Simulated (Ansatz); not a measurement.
## From a trial cell to the properties of La (fcc)

**The experiment.** The Crystallography Open Database holds a cell as deposited of cubic La (space group Fm-3m), temperature not stated (1964): a = 5.291 Å, 37.03 Å³/atom.

Method: HSE06, scalar-relativistic; no spin polarisation; PAW, 420 eV, 8×8×8 k-mesh, Gaussian smearing of 0.05 eV; code Ansatz. The datasets are Ansatz's generated set soft_2.

At room temperature and ambient pressure La is dhcp.

Starting cell, 1 % over the database's volume:

```cif
data_structure
_symmetry_space_group_name_H-M 'P 1'
_symmetry_Int_Tables_number 1
_cell_length_a 3.7513
_cell_length_b 3.7513
_cell_length_c 3.7513
_cell_angle_alpha 60.000
_cell_angle_beta 60.000
_cell_angle_gamma 60.000
_cell_volume 37.33
loop_
_atom_site_label
_atom_site_type_symbol
_atom_site_fract_x
_atom_site_fract_y
_atom_site_fract_z
_atom_site_occupancy
La1 La 0.00000 0.00000 0.00000 1
```

The runs in order:

```csv
run,level,k-mesh,kind,V (Å³/atom),P (GPa),E − E(final) (meV/atom),gap on the mesh (eV)
1,PBE,6×6×6,fixed cell,37.33,-0.1,–,metal
2,HSE06,8×8×8,fixed cell,37.33,0.6,1.7,metal
3,HSE06,8×8×8,fixed cell,37.48,0.5,1.1,metal
4,HSE06,8×8×8,fixed cell,38.19,0.0,0.0,metal
```

The volume is at zero pressure for this level.

The final structure (symmetry read at 0.01 Å). It takes space group Fm-3m (No. 225, cubic). The conventional cell has a = 5.346 Å, b = 5.346 Å, c = 5.346 Å, α = 90.00°, β = 90.00°, γ = 90.00°. Around La (site symmetry m-3m) lie 12 La at 3.78 Å. (Shells end 15 % past the nearest neighbour.)

| atom | site | symmetry | x | y | z |
| --- | --- | --- | --- | --- | --- |
| La | 4a | m-3m | 0.0000 | 0.0000 | 0.0000 |

- At the final geometry the gap, band path included, is zero (metallic).
- The runs in the table took roughly 4 core-minutes.

**Reading the result.**

With 11 valence electrons in the calculation's cell and no magnetic order, the bands, two electrons each, can't all be full or empty: band theory demands a metal. (Only strong correlation, outside this picture, could make a Mott insulator of it.)

**Comparison.** The computed cell (5.346 Å, 38.19 Å³/atom) differs from the database's by +3.1 % in volume, about +1.0 % in length. The static lattice lacks zero-point motion and thermal expansion, so this level's own overestimate is larger than the figure.

For elements this heavy, spin–orbit coupling would shift levels and gaps; it isn't included here. Pressures of hybrids are less tightly converged. For a metal under a hybrid functional this mesh is coarse.
